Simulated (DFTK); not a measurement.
Here is a DFTK 0.8.2 calculation.

The input run.jl:

```julia
using DFTK
using PseudoPotentialData
using Unitful, UnitfulAtomic
using LinearAlgebra, Printf
include("save.jl")
disable_threading()

# lattice vectors are the columns
lattice = austrip(1u"Å") * [          3.48          -1.74            0.0;
                      0.0   3.0137684052            0.0;
                      0.0            0.0           5.59]
symbols   = [:Pb, :Pb]
positions = [[0.67832, 0.351853, 0.746395],
             [0.342519, 0.6872, 0.256244]]
pseudopotentials = PseudoFamily("dojo.nc.sr.pbe.v0_4_1.standard.upf")
elements = Dict(s => ElementPsp(s, pseudopotentials) for s in unique(symbols))
atoms    = [elements[s] for s in symbols]

build_model(lattice, positions; symmetries=true) =
    model_DFT(lattice, atoms, positions;
              functionals=PBE(),
              temperature=austrip(0.05u"eV"),
              smearing=Smearing.FermiDirac(),
              symmetries)
Ecut  = 34.0  # hartree
kgrid = [9, 9, 5]
tol   = 1e-6
to_GPa = ustrip(uconvert(u"GPa", 1u"hartree/bohr^3"))

model = build_model(lattice, positions)
basis = PlaneWaveBasis(model; Ecut, kgrid)
display(basis)
scfres = self_consistent_field(basis;
                               tol,
                               nbandsalg=AdaptiveBands(model; n_bands_converge=19))
display(scfres.energies)
@printf "Fermi level: %.6f eV\n" ustrip(auconvert(u"eV", something(scfres.εF, NaN)))
forces = compute_forces_cart(scfres)
println("Forces (eV/Å)")
for (s, f) in zip(symbols, forces)
    @printf "%-3s %12.6f %12.6f %12.6f\n" s ustrip.(auconvert.(u"eV/Å", f))...
end
stress = compute_stresses_cart(scfres)
println("Stress (GPa)")
display(round.(stress * to_GPa; digits=4))
println("Levels at the first k-point (eV): ", round.(ustrip.(auconvert.(u"eV", scfres.eigenvalues[1][1:scfres.n_bands_converge])); digits=4))
save_scf!(scfres; forces, stress)
```

Potentials or basis: dojo.nc.sr.pbe.v0_4_1.standard.upf (PBE).

Run with:

```sh
$ julia --threads=1 run.jl  # save.jl only writes the numbers to a file and isn't shown; printed stress counts tension as positive; times include loading and compiling
```

Q: What does it give for the pressure?

A: 4.2 GPa.

Q: Estimate the largest force.

A: 0.099 eV/Å.

Q: Estimate the band gap on the k mesh.

A: None (metal or under the smearing width).

Stress tensor (GPa, compression positive):
```
 2.93  0.01 -0.01
 0.01  2.94  0.00
-0.01  0.00  6.81
```

The run has no spin-orbit coupling, so splittings on Pb are missing.
